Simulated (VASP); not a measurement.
**LiH: electric field gradients with B3LYP+D4**

LiH:

```
Li H
1.0
     0.00000    2.00922    2.00922
     2.00922    0.00000    2.00922
     2.00922    2.00922    0.00000
Li H
1 1
Cartesian
  0.0000 0.0000 0.0000
  2.0092 2.0092 2.0092
```

The cell isn't the ideal one: volume scaled by 0.96.

```yaml
Program: VASP 6.6.1
Task: electric field gradients
Functional: B3LYP
Dispersion: D4
Potentials_or_basis: VASP PAW PBE potentials, release 54 (Li_sv, H)
Cutoff: 520 eV
k_mesh: 6 × 6 × 6
Occupations: tetrahedron
Spin: no spin polarisation
Grid_for_exact_exchange_PRECFOCK: Fast
Exchange_at_q_=_0: default
Further_INCAR_settings: ALGO = Normal; EDIFF = 1e-08
```

```
Band gap on the k mesh     : 4.80 eV, direct
Dispersion energy per atom : -0.104 eV
```

Levels at points of the mesh, in eV from the valence-band top:
```tsv
k point	band 1	band 2	band 3	band 4	band 5	band 6
(0.00, 0.00, 0.00)	-47.15	-5.72	18.31	19.71	19.71	19.71
(0.50, 0.00, 0.00)	-47.11	-2.71	6.79	15.79	18.41	18.41
(0.50, 0.50, 0.00)	-47.10	0.00	4.80	12.69	12.69	16.26
```

Electric field gradients, principal values (V/Å²):
| atom | Vxx | Vyy | Vzz |
| --- | --- | --- | --- |
| 1 Li | 0.001 | 0.001 | -0.002 |
| 2 H | -0.001 | -0.001 | 0.001 |

It took 43 s on 1 thread of Intel(R) Xeon(R) Platinum 8375C CPU @ 2.90GHz (Ice Lake) (shared host), peak memory 0.13 GiB.

Caveat: the k mesh is coarse (spacing up to 0.45 Å⁻¹), so the values aren't converged, least of all with exact exchange. A k mesh can miss the band edges.
